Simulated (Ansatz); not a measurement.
Computed with DFT PBE, scalar-relativistic, plane waves, PAW (Ansatz). Settings: cutoff 420 eV, Γ-centred meshes spaced at most about 0.3 Å⁻¹, and about 0.25 Å⁻¹ or finer for metals (2π included), Gaussian smearing. Spin is collinear.

Temperature and zero-point effects are left out.

**Question.** Order these relaxed structures of Co₂Si by energy, lowest first, with the energy over the lowest of them.
A.
(parallel moments up to 0.3 μB)
```xyz
12
Lattice="4.8829 0.0000 0.0000 0.0000 3.7114 0.0000 0.0000 0.0000 7.0407" Properties=species:S:1:pos:R:3 pbc="T T T"
Si    0.9898    0.9278    0.7443
Si    3.8931    2.7835    6.2965
Si    3.4312    0.9278    2.7761
Si    1.4516    2.7835    4.2646
Co    4.0363    2.7835    3.9756
Co    0.8465    0.9278    3.0651
Co    1.5949    2.7835    6.5855
Co    3.2879    0.9278    0.4552
Co    2.6185    0.9278    5.0515
Co    2.2644    2.7835    1.9892
Co    0.1771    0.9278    5.5096
Co    4.7058    2.7835    1.5312
```

B.
(parallel moments up to 0.9 μB)
```xyz
9
Lattice="5.8152 0.0000 0.0000 -2.9076 5.0361 0.0000 0.0000 0.0000 3.4689" Properties=species:S:1:pos:R:3 pbc="T T T"
Si    2.9076    1.6787    0.0000
Si    0.0000    3.3574    0.0000
Si    0.0000    0.0000    1.7345
Co    1.4713    0.0000    0.0000
Co    2.1720    3.7619    0.0000
Co   -0.7357    1.2742    0.0000
Co    3.4439    0.0000    1.7345
Co    1.1857    2.0537    1.7345
Co   -1.7219    2.9825    1.7345
```

C.
(parallel moments up to 0.9 μB)
```xyz
6
Lattice="3.4548 0.0000 0.0000 0.0000 3.4548 0.0000 0.0000 0.0000 5.7492" Properties=species:S:1:pos:R:3 pbc="T T T"
Si    0.0000    1.7274    4.2267
Si    1.7274    0.0000    1.5226
Co    0.0000    1.7274    1.9767
Co    1.7274    0.0000    3.7725
Co    1.7274    1.7274    0.0000
Co    0.0000    0.0000    0.0000
```

**Answer.** A (0 meV/atom), B (100 meV/atom), C (146 meV/atom). Forms: A Pnma; B Fe2P type, P-62m; C Cu2Sb type, P4/nmm. Counting Si atoms around Co (those within 1.25 times the shortest such distance or 1.15 times the sum of covalent radii; a plus sign parts nearer from farther groups; a slash parts the counts of unlike sites): A has Co 4+1/5; B has Co 4/5; C has Co 4/1+4. Origin: A, reached from a cell as deposited in COD, among other starts; B and C, invented.

Another magnetic order may lie lower. Cells relaxed within their symmetry can be saddle points. Some types were kept out of the candidates beforehand, so the set may lack a known form.
